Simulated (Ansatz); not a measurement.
Theory: DFT PBE, scalar-relativistic, plane waves, PAW in Ansatz 0.2.0. All cells share a 420 eV cutoff and Γ-centred k meshes spaced at most about 0.3 Å⁻¹ (about 0.25 or finer for metals, 2π included). No spin polarisation in the final relaxations.

These are static total energies at zero pressure. All come from trial cells, and lower structures may exist.

**Question.** These unrelaxed guesses for Ge are each relaxed within their symmetry. Order them by the energy at which they end, lowest first.
A.

```cif
data_structure
_symmetry_space_group_name_H-M 'Cmme'
_symmetry_Int_Tables_number 67
_cell_length_a 4.2076
_cell_length_b 10.1543
_cell_length_c 11.0162
_cell_angle_alpha 90.000
_cell_angle_beta 90.000
_cell_angle_gamma 90.000
_cell_volume 470.67
loop_
_atom_site_label
_atom_site_type_symbol
_atom_site_symmetry_multiplicity
_atom_site_Wyckoff_symbol
_atom_site_fract_x
_atom_site_fract_y
_atom_site_fract_z
_atom_site_occupancy
Ge1 Ge 4 g 0.50000 0.25000 0.05674 1
Ge2 Ge 8 m 0.00000 0.44455 0.82284 1
Ge3 Ge 8 m 0.50000 0.44908 0.39410 1
```

B.

```cif
data_structure
_symmetry_space_group_name_H-M 'Pmna'
_symmetry_Int_Tables_number 53
_cell_length_a 7.6799
_cell_length_b 5.7493
_cell_length_c 3.7427
_cell_angle_alpha 90.000
_cell_angle_beta 90.000
_cell_angle_gamma 90.000
_cell_volume 165.26
loop_
_atom_site_label
_atom_site_type_symbol
_atom_site_symmetry_multiplicity
_atom_site_Wyckoff_symbol
_atom_site_fract_x
_atom_site_fract_y
_atom_site_fract_z
_atom_site_occupancy
Ge1 Ge 4 h 0.00000 0.16972 0.16910 1
Ge2 Ge 4 g 0.25000 0.38324 0.25000 1
```

C.

```cif
data_structure
_symmetry_space_group_name_H-M 'Pnc2'
_symmetry_Int_Tables_number 30
_cell_length_a 3.9822
_cell_length_b 6.8376
_cell_length_c 6.9556
_cell_angle_alpha 90.000
_cell_angle_beta 90.000
_cell_angle_gamma 90.000
_cell_volume 189.39
loop_
_atom_site_label
_atom_site_type_symbol
_atom_site_symmetry_multiplicity
_atom_site_Wyckoff_symbol
_atom_site_fract_x
_atom_site_fract_y
_atom_site_fract_z
_atom_site_occupancy
Ge1 Ge 4 c 0.18126 0.87055 0.10758 1
Ge2 Ge 4 c 0.75174 0.41075 0.93316 1
```

D.

```cif
data_structure
_symmetry_space_group_name_H-M 'Pccn'
_symmetry_Int_Tables_number 56
_cell_length_a 3.6515
_cell_length_b 6.2719
_cell_length_c 6.6114
_cell_angle_alpha 90.000
_cell_angle_beta 90.000
_cell_angle_gamma 90.000
_cell_volume 151.41
loop_
_atom_site_label
_atom_site_type_symbol
_atom_site_symmetry_multiplicity
_atom_site_Wyckoff_symbol
_atom_site_fract_x
_atom_site_fract_y
_atom_site_fract_z
_atom_site_occupancy
Ge1 Ge 8 e 0.14397 0.56296 0.15908 1
```

**Answer.** B (ends in Fd-3m, diamond type, 0 meV/atom), A (ends in Cmme, 131 meV/atom), C (ends in Imma, 173 meV/atom), D (ends in Pccn, 228 meV/atom).

With atoms moved at random, Fd-3m and Imma came back. Other cells relaxed within their symmetry can be saddle points. The part of the Crystallography Open Database at hand lists Ge in space groups No. 64, 96, 227; sharing a group (Fd-3m) doesn't make a cell the listed structure. Some structure types and database cells were kept out of the candidates from the start, so a known form may be missing.
